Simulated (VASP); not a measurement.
# SnSe (Pm-3m) in VASP: further runs

One crystal, SnSe, is run at these levels: PBEsol, r2SCAN; tasks: relaxation of cell and atoms, relaxation of the atoms.

Program: VASP 6.6.1. These are calculated values, not measurements. Logs are shortened: lines on timing, memory, paths and dates and some standing lists are left out, and cuts for length are marked.

### Step 1. The crystal as given

Symmetry: Pm-3m, No. 221, cubic system. Conventional cell: a = 3.189 Å, b = 3.189 Å, c = 3.189 Å, α = 90.00°, β = 90.00°, γ = 90.00°. Sn (site symmetry m-3m) has 8 Se at 2.76 Å as nearest neighbours. Around Se (site symmetry m-3m) lie 8 Sn at 2.76 Å.

Measurements of this composition are mostly on another form, of space group No. 62.

### Step 2. Relaxation of cell and atoms, PBEsol, target pressure 50.1 GPa, at which the enthalpy is minimised

The input, INCAR:

```
  PREC = Accurate
  ENCUT = 600
  EDIFF = 1E-7
  ISMEAR = 0
  SIGMA = 0.03
  LREAL = False
  LASPH = True
  NELM = 80
  ALGO = Normal
  ISIF = 3
  LWAVE = False
  LCHARG = False
  GGA = PS
  IBRION = 2
  NSW = 90
  EDIFFG = -0.005
  PSTRESS = 501.0
```

The input, KPOINTS:

```
regular mesh
0
Gamma
  8 8 8
```

The input, POSCAR:

```
SnSe                                    
1.0
    3.1886358721      0.0000000000      0.0000000000
   -0.0000000000      3.1886358721     -0.0000000000
   -0.0000000000     -0.0000000000      3.1886358721
  Sn              Se            
     1     1
Direct
     0.5000000000000000    0.5000000000000000    0.5000000000000000
     0.0000000000000000    0.0000000000000000    0.0000000000000000
```

Potentials or basis: VASP PAW PBE potentials, release 64 (Sn_d, Se).

Launch:

```console
> cat potpaw_PBE.64/Sn_d/POTCAR potpaw_PBE.64/Se/POTCAR > POTCAR
> mpirun -np 1 vasp_std > vasp.out
```

OUTCAR:

```text
PREC = Accurate
   ENCUT = 600
   EDIFF = 1E-7
   ISMEAR = 0
   LREAL = False
   LASPH = True
   NELM = 80
   ISIF = 3
   GGA = PS
   IBRION = 2
   NSW = 90
   EDIFFG = -0.005
   PSTRESS = 501.0

 ion  position               nearest neighbor table
   1  0.500  0.500  0.500-   2 2.76   2 2.76   2 2.76   2 2.76   2 2.76   2 2.76   2 2.76   2 2.76

   2  0.000  0.000  0.000-   1 2.76   1 2.76   1 2.76   1 2.76   1 2.76   1 2.76   1 2.76   1 2.76

  LATTYP: Found a simple cubic cell.
 ALAT       =     3.1886358721

  Lattice vectors:

 A1 = (   3.1886358721,   0.0000000000,   0.0000000000)
 A2 = (   0.0000000000,   3.1886358721,   0.0000000000)
 A3 = (   0.0000000000,   0.0000000000,   3.1886358721)

Analysis of symmetry for initial positions (statically):
=====================================================================
 Subroutine PRICEL returns:
 Original cell was already a primitive cell.

 Routine SETGRP: Setting up the symmetry group for a
 simple cubic supercell.

 Subroutine GETGRP returns: Found 48 space group operations
 (whereof 48 operations were pure point group operations)
 out of a pool of 48 trial point group operations.

The static configuration has the point symmetry O_h .

Analysis of symmetry for dynamics (positions and initial velocities):
=====================================================================
 Subroutine PRICEL returns:
 Original cell was already a primitive cell.

 Routine SETGRP: Setting up the symmetry group for a
 simple cubic supercell.

 Subroutine GETGRP returns: Found 48 space group operations
 (whereof 48 operations were pure point group operations)
 out of a pool of 48 trial point group operations.

The dynamic configuration has the point symmetry O_h .

 Subroutine INISYM returns: Found 48 space group operations
 (whereof 48 operations are pure point group operations),
 and found     1 'primitive' translations

----------------------------------------------------------------------------------------

                                     Primitive cell

  volume of cell :      32.4201

  direct lattice vectors                    reciprocal lattice vectors
     3.188635872  0.000000000  0.000000000     0.313613733  0.000000000  0.000000000
     0.000000000  3.188635872  0.000000000     0.000000000  0.313613733  0.000000000
     0.000000000  0.000000000  3.188635872     0.000000000  0.000000000  0.313613733

[... 97 lines left out ...]
   EFERMI =   0.00;   METHOD = LEGACY
   ISMEAR =     0;   SIGMA  =   0.03  broadening in eV -4-tet -1-fermi 0-gaus
   EFERMI_NEDOS =   21; number of points for ismear=-14 and -15
   IALGO  =     38    algorithm
   IMIX   =      4    mixing-type and parameters
     AMIX     =   0.40;   BMIX     =  1.00
     AMIX_MAG =   1.60;   BMIX_MAG =  1.00
  volume/ion in A,a.u.               =      16.21       109.39
  Fermi-wavevector in a.u.,A,eV,Ry     =   1.393627  2.633573 26.425186  1.942196
  Thomas-Fermi vector in A             =   2.517255
   LORBIT       =      0    0 simple, 1 ext, 2 COOP (PROOUT), +10 PAW based schemes
   GGA     = PS    functional components
   LHFCALC =     F    Hartree Fock is set to
   AEXX    =    0.0000 exact exchange contribution
   IVDW    =     0    specifies the selected vdW correction
   LEPSILON=     F    determine dielectric tensor
   LRPA    =     F    only Hartree local field effects (RPA)
 conjugate gradient relaxation of ions
 non-spin polarized calculation
 Gauss-broadening in eV      SIGMA  =   0.03
  energy-cutoff  :      600.00
  volume of cell :       32.42
 maximum number of plane-waves:      1108
 NGX is ok and might be reduce to    28
   NGX = 13   NGY = 13   NGZ = 13

 number of electron      20.0000007 magnetization

 Free energy of the ion-electron system (eV)
  ---------------------------------------------------
  ext. energy  EPLUGINS =         0.00000000
  ---------------------------------------------------
  free energy    TOTEN  =        -6.96595686 eV

  energy without entropy =       -6.96564492  energy(sigma->0) =       -6.96580089

 E-fermi :  12.5167     XC(G=0): -12.4482

 val. band max:       12.4870915245   @ k =   0.3750   0.3750   0.2500
 cond. band min:      12.5964531348   @ k =   0.3750   0.2500   0.2500
 fundamental gap:      0.1093616104
 Fermi energy:        12.5166524621

 k-point     1 :       0.0000    0.0000    0.0000
  band No.  band energies     occupation
      1      -9.7204      2.00000
      2      -9.7204      2.00000
      3      -9.4305      2.00000
      4      -9.4305      2.00000
      5      -9.4305      2.00000
      6      -5.4772      2.00000
      7       8.0264      2.00000
      8       8.8592      2.00000
      9       8.8592      2.00000
     10       8.8592      2.00000
     11      15.4366      0.00000
     12      15.4366      0.00000
     13      21.9657      0.00000
     14      21.9657      0.00000
[... 377 lines left out ...]
      1      -9.7229      2.00000
      2      -9.5547      2.00000
      3      -9.5389      2.00000
      4      -9.5197      2.00000
      5      -9.3407      2.00000
      6      -1.4956      2.00000
      7       2.9324      2.00000
      8       4.8970      2.00000
      9       7.0502      2.00000
     10      10.5345      2.00000
     11      14.8457      0.00000
     12      16.0598      0.00000
     13      18.3482      0.00000
     14      20.7532      0.00000

 [... further k-points ...]

------------------------ aborting loop because EDIFF is reached ----------------------------------------

  FORCE on cell =-STRESS in cart. coord.  units (eV):
  Direction    XX          YY          ZZ          XY          YZ          ZX
  --------------------------------------------------------------------------------------
  -------------------------------------------------------------------------------------
  Total       10.1401839     10.1401839     10.1401839     -0.0000000     -0.0000000      0.0000000
  in kB      501.1198774    501.1198774    501.1198774     -0.0000000     -0.0000000      0.0000000
  external PRESSURE =       0.1198774 kB  Pullay stress =     501.0000000 kB

 VOLUME and BASIS-vectors are now :
 -----------------------------------------------------------------------------
  energy-cutoff  :      600.00
  volume of cell :       32.42
      direct lattice vectors                 reciprocal lattice vectors
     3.188635872  0.000000000  0.000000000     0.313613733  0.000000000  0.000000000
     0.000000000  3.188635872  0.000000000     0.000000000  0.313613733  0.000000000
     0.000000000  0.000000000  3.188635872     0.000000000  0.000000000  0.313613733

 POSITION                                       TOTAL-FORCE (eV/Angst)
 -----------------------------------------------------------------------------------
      1.59432      1.59432      1.59432         0.000000      0.000000      0.000000
      0.00000      0.00000      0.00000         0.000000      0.000000      0.000000
 -----------------------------------------------------------------------------------
    total drift:                                0.000000      0.000000      0.000000

  FREE ENERGIE OF THE ION-ELECTRON SYSTEM (eV)
  ---------------------------------------------------
  free  energy   TOTEN  =        -6.9659568643 eV

  energy  without entropy=       -6.9656449219  energy(sigma->0) =       -6.96580089

  enthalpy is  TOTEN    =         3.1718012840 eV   P V=       10.1377581483

 reached required accuracy - stopping structural energy minimisation
```

It took 12 s on 1 thread of Intel Xeon Platinum 8488C (Sapphire Rapids), shared host; peak memory 0.17 GiB.

What came out:

- Free energy: -6.9660 eV
- Pressure after relaxing: 50.1 GPa
- Band gap on the k mesh: none (metal or under the smearing width)

Final structure:
```yaml
crystal:
  lattice:
    - [3.18864, 0.00000, 0.00000]
    - [0.00000, 3.18864, 0.00000]
    - [0.00000, 0.00000, 3.18864]
  atoms:
    - { symbol: Sn, position: [0.50000, 0.50000, 0.50000] }
    - { symbol: Se, position: [0.00000, 0.00000, 0.00000] }
```

Levels at points of the mesh, in eV from the Fermi level:
| k point | band 8 | band 9 | band 10 | band 11 | band 12 | band 13 |
| --- | --- | --- | --- | --- | --- | --- |
| (0.00, 0.00, 0.00) | -3.66 | -3.66 | -3.66 | 2.92 | 2.92 | 9.45 |
| (0.50, 0.00, 0.00) | -1.34 | -1.34 | 0.31 | 2.12 | 3.13 | 3.13 |
| (0.50, 0.50, 0.00) | -8.69 | -7.33 | -0.73 | 5.24 | 5.24 | 6.68 |
| (0.50, 0.50, 0.50) | -5.46 | -5.46 | -3.69 | -3.26 | -3.26 | -3.26 |

Caveat: the relaxation stopped at its first step, so nothing moved; the cell is relaxed towards a set pressure, so the enthalpy falls and the energy may rise; the PAW data sets were made with another functional, which shifts forces and pressure a little.

### Step 3. Relaxation of cell and atoms, r2SCAN

This run uses another cell than the first one, of 16.11 Å³/atom, 0.994 times its volume.

The input, INCAR:

```
ALGO = Normal
EDIFF = 1E-6
EDIFFG = -0.01
ENCUT = 600
IBRION = 2
ISIF = 3
ISMEAR = 0
LASPH = True
LCHARG = False
LMIXTAU = True
LREAL = False
LWAVE = False
METAGGA = R2SCAN
NELM = 80
NSW = 90
PREC = Accurate
SIGMA = 0.03
```

The input, KPOINTS:

```
k-points
0
Gamma
  8 8 8
```

The input, POSCAR:

```
SnSe
1.0
    3.1821000000      0.0000000000      0.0000000000
    0.0000000000      3.1821000000      0.0000000000
    0.0000000000      0.0000000000      3.1821000000
Sn Se
1 1
Direct
    0.5000000000      0.5000000000      0.5000000000
    0.0000000000      0.0000000000      0.0000000000
```

Potentials or basis: VASP PAW PBE potentials, release 64 (Sn_d, Se).

Launch:

```console
> cat potpaw_PBE.64/Sn_d/POTCAR potpaw_PBE.64/Se/POTCAR > POTCAR
> mpirun -np 1 vasp_std > vasp.out
```

It took 3.8 min on 1 thread of Intel Xeon Platinum 8488C (Sapphire Rapids), shared host; peak memory 0.18 GiB.

It converged, with:

| Quantity | Value |
| --- | --- |
| Free energy | -39.2709 eV |
| Relaxed volume | 24.70 Å³/atom |
| Relaxed cell | a = 3.669 Å, b = 3.669 Å, c = 3.669 Å, α = 90.00°, β = 90.00°, γ = 90.00° |
| Space group after relaxing (to 0.05 Å) | Pm-3m (No. 221) |
| Energy gained by relaxing | 1031.1 meV/atom |
| Ionic steps | 5 |
| Pressure after relaxing | 0.0 GPa |
| Band gap on the k mesh | none (metal or under the smearing width) |

Step by step:
```
step  energy change (eV)  largest force (eV/Å)  pressure (GPa)  volume (Å³)
   1              0.0000                0.0000           57.32        32.22
   2             -1.4229                0.0000           -8.78        67.26
   3             -2.0616                0.0000            0.49        49.05
   4             -2.0619                0.0000           -0.29        49.69
   5             -2.0622                0.0000            0.05        49.39
```

Final structure:
```cif
data_structure
_symmetry_space_group_name_H-M 'P 1'
_symmetry_Int_Tables_number 1
_cell_length_a 3.6691
_cell_length_b 3.6691
_cell_length_c 3.6691
_cell_angle_alpha 90.000
_cell_angle_beta 90.000
_cell_angle_gamma 90.000
_cell_volume 49.39
loop_
_atom_site_label
_atom_site_type_symbol
_atom_site_fract_x
_atom_site_fract_y
_atom_site_fract_z
_atom_site_occupancy
Sn1 Sn 0.50000 0.50000 0.50000 1
Se1 Se 0.00000 0.00000 0.00000 1
```

Levels at points of the mesh, in eV from the Fermi level:
| k point | band 6 | band 7 | band 8 | band 9 | band 10 | band 11 | band 12 | band 13 | band 14 |
| --- | --- | --- | --- | --- | --- | --- | --- | --- | --- |
| (0.00, 0.00, 0.00) | -14.26 | -5.72 | -2.01 | -2.01 | -2.01 | 4.94 | 6.45 | 6.45 | 6.45 |
| (0.50, 0.00, 0.00) | -13.21 | -8.62 | -0.68 | -0.68 | 0.22 | 0.55 | 3.29 | 3.29 | 7.01 |
| (0.50, 0.50, 0.00) | -12.48 | -6.20 | -5.17 | -5.17 | -0.25 | 4.46 | 4.46 | 4.99 | 7.16 |
| (0.50, 0.50, 0.50) | -12.06 | -4.57 | -3.12 | -3.12 | -3.12 | -0.96 | -0.96 | -0.96 | 15.07 |

Caveat: the volume moved by over 15 % at a fixed basis, so the end points are rough; the PAW data sets were made with another functional, which shifts forces and pressure a little.

### Step 4. Relaxation of cell and atoms, r2SCAN

This run uses another cell than the first one, of 24.70 Å³/atom, 1.524 times its volume.

INCAR, as its differences from that of step 3:

```diff
@@ -1,4 +1,4 @@
 ALGO = Normal
-EDIFF = 1E-6
-EDIFFG = -0.01
+EDIFF = 1E-7
+EDIFFG = -0.005
 ENCUT = 600
```

KPOINTS is that of step 3.

The input, POSCAR:

```
SnSe                                    
1.0
    3.6691014177     -0.0000000000      0.0000000000
   -0.0000000000      3.6691014177     -0.0000000000
    0.0000000000     -0.0000000000      3.6691014177
  Sn              Se            
     1     1
Direct
     0.5000000000000000    0.5000000000000000    0.5000000000000000
     0.0000000000000000    1.0000000000000000    1.0000000000000000
```

Launch:

```console
> cat potpaw_PBE.64/Sn_d/POTCAR potpaw_PBE.64/Se/POTCAR > POTCAR
> mpirun -np 1 vasp_std > vasp.out
```

Wall time 1.8 min (1 thread of Intel Xeon Platinum 8488C (Sapphire Rapids), shared host); peak memory 0.19 GiB.

It converged, with:

```
Free energy                            : -39.2774 eV
Relaxed volume                         : 24.72 Å³/atom
Relaxed cell                           : a = 3.670 Å, b = 3.670 Å, c = 3.670 Å, α = 90.00°, β = 90.00°, γ = 90.00°
Space group after relaxing (to 0.05 Å) : Pm-3m (No. 221)
Energy gained by relaxing              : 0.0 meV/atom
Ionic steps                            : 2
Pressure after relaxing                : 0.0 GPa
Band gap on the k mesh                 : none (metal or under the smearing width)
```

Final structure:
```yaml
crystal:
  lattice:
    - [3.67026, 0.00000, 0.00000]
    - [0.00000, 3.67026, 0.00000]
    - [0.00000, 0.00000, 3.67026]
  atoms:
    - { symbol: Sn, position: [0.50000, 0.50000, 0.50000] }
    - { symbol: Se, position: [0.00000, 0.00000, 0.00000] }
```

Levels at points of the mesh, in eV from the Fermi level:
| k point | band 7 | band 8 | band 9 | band 10 | band 11 | band 12 | band 13 | band 14 |
| --- | --- | --- | --- | --- | --- | --- | --- | --- |
| (0.00, 0.00, 0.00) | -5.72 | -2.01 | -2.01 | -2.01 | 4.95 | 4.95 | 6.44 | 6.44 |
| (0.50, 0.00, 0.00) | -8.61 | -0.68 | -0.68 | 0.22 | 0.54 | 3.29 | 3.29 | 7.02 |
| (0.50, 0.50, 0.00) | -6.20 | -5.16 | -5.16 | -0.25 | 4.46 | 4.46 | 4.99 | 7.16 |
| (0.50, 0.50, 0.50) | -4.57 | -3.11 | -3.11 | -3.11 | -0.96 | -0.96 | -0.96 | 15.06 |

Caveat: the PAW data sets were made with another functional, which shifts forces and pressure a little.

### Step 5. Relaxation of the atoms, r2SCAN (a relaxed cell with its volume scaled by 0.94)

The input, INCAR:

```
ALGO = Normal
EDIFF = 1E-7
EDIFFG = -0.01
ENCUT = 600
IBRION = 2
ISIF = 2
ISMEAR = 0
LASPH = True
LCHARG = False
LMIXTAU = True
LREAL = False
LWAVE = False
METAGGA = R2SCAN
NELM = 80
NSW = 40
PREC = Accurate
SIGMA = 0.03
```

KPOINTS is that of step 4.

The input, POSCAR:

```
SnSe                                    
1.0
    3.5953362161      0.0000000000     -0.0000000000
    0.0000000000      3.5953362161     -0.0000000000
    0.0000000000     -0.0000000000      3.5953362161
  Sn              Se            
     1     1
Direct
     0.5000000000000000    0.5000000000000000    0.5000000000000000
     0.0000000000000000    0.0000000000000000    0.0000000000000000
```

Launch:

```console
> cat potpaw_PBE.64/Sn_d/POTCAR potpaw_PBE.64/Se/POTCAR > POTCAR
> mpirun -np 1 vasp_std > vasp.out
```

Run time: 80 s. Hardware: 1 thread of Intel Xeon Platinum 8488C (Sapphire Rapids), shared host; peak memory 0.18 GiB.

It converged, with:

```yaml
Free_energy: -39.2401 eV
Pressure_after_relaxing: 4.1 GPa
Band_gap_on_the_k_mesh: none (metal or under the smearing width)
```

Final structure:
```
Sn Se
1.0
     3.59534    0.00000    0.00000
     0.00000    3.59534    0.00000
     0.00000    0.00000    3.59534
Sn Se
1 1
Direct
  0.50000 0.50000 0.50000
  0.00000 0.00000 0.00000
```

Levels at points of the mesh, in eV from the Fermi level:
```csv
k point,band 8,band 9,band 10,band 11,band 12,band 13
"(0.00, 0.00, 0.00)",-2.31,-2.31,-2.31,4.69,4.69,6.81
"(0.50, 0.00, 0.00)",-0.86,-0.86,0.19,0.68,3.26,3.26
"(0.50, 0.50, 0.00)",-5.70,-5.70,-0.40,4.60,4.60,5.19
"(0.50, 0.50, 0.50)",-3.51,-3.51,-3.51,-1.28,-1.28,-1.28
```

Caveat: the relaxation stopped at its first step, so nothing moved; the PAW data sets were made with another functional, which shifts forces and pressure a little.

### Step 6. Relaxation of the atoms, r2SCAN (a relaxed cell with its volume scaled by 0.96)

INCAR is that of step 5.

KPOINTS is that of step 5.

The input, POSCAR:

```
SnSe                                    
1.0
    3.6206563194      0.0000000000     -0.0000000000
    0.0000000000      3.6206563194     -0.0000000000
    0.0000000000     -0.0000000000      3.6206563194
  Sn              Se            
     1     1
Direct
     0.5000000000000000    0.5000000000000000    0.5000000000000000
     0.0000000000000000    0.0000000000000000    0.0000000000000000
```

Potentials or basis: VASP PAW PBE potentials, release 64 (Sn_d, Se).

Launch:

```console
> cat potpaw_PBE.64/Sn_d/POTCAR potpaw_PBE.64/Se/POTCAR > POTCAR
> mpirun -np 1 vasp_std > vasp.out
```

Wall time 80 s (1 thread of Intel Xeon Platinum 8488C (Sapphire Rapids), shared host); peak memory 0.18 GiB.

It converged, with:

```
Free energy             : -39.2613 eV
Pressure after relaxing : 2.7 GPa
Band gap on the k mesh  : none (metal or under the smearing width)
```

Final structure:
```xyz
2
Lattice="3.6207 0.0000 0.0000 0.0000 3.6207 0.0000 0.0000 0.0000 3.6207" Properties=species:S:1:pos:R:3 pbc="T T T"
Sn    1.8103    1.8103    1.8103
Se    0.0000    0.0000    0.0000
```

Levels at points of the mesh, in eV from the Fermi level:
| k point | band 7 | band 8 | band 9 | band 10 | band 11 | band 12 | band 13 | band 14 |
| --- | --- | --- | --- | --- | --- | --- | --- | --- |
| (0.00, 0.00, 0.00) | -5.68 | -2.21 | -2.21 | -2.21 | 4.78 | 4.78 | 6.68 | 6.68 |
| (0.50, 0.00, 0.00) | -8.94 | -0.80 | -0.80 | 0.19 | 0.63 | 3.27 | 3.27 | 6.84 |
| (0.50, 0.50, 0.00) | -6.32 | -5.51 | -5.51 | -0.35 | 4.55 | 4.55 | 5.11 | 7.15 |
| (0.50, 0.50, 0.50) | -4.54 | -3.38 | -3.38 | -3.38 | -1.17 | -1.17 | -1.17 | 15.46 |

Caveat: the relaxation stopped at its first step, so nothing moved; the PAW data sets were made with another functional, which shifts forces and pressure a little.

### Step 7. The runs side by side

```csv
task,level,cell,target pressure,gap on the mesh (eV),pressure (GPa)
relaxation of cell and atoms,PBEsol,relaxed to 50.1 GPa,50.1 GPa,none,50.1
relaxation of cell and atoms,r2SCAN,relaxed,-,none,0.0
relaxation of the atoms,r2SCAN,atoms relaxed from: a relaxed cell with its volume scaled by 0.94,-,none,4.1
relaxation of the atoms,r2SCAN,atoms relaxed from: a relaxed cell with its volume scaled by 0.96,-,none,2.7
```

Alike in all rows: potentials or basis VASP PAW PBE potentials, release 64 (Sn_d, Se); no spin polarisation; k mesh 8 × 8 × 8; cutoff (eV) 600; smearing gaussian 0.03 eV.

Caveats: the PAW data sets were made with another functional, which shifts forces and pressure a little; the relaxation stopped at its first step, so nothing moved (some runs); the cell is relaxed towards a set pressure, so the enthalpy falls and the energy may rise (some runs).

Absolute energies hang on the potentials; compare differences alone.
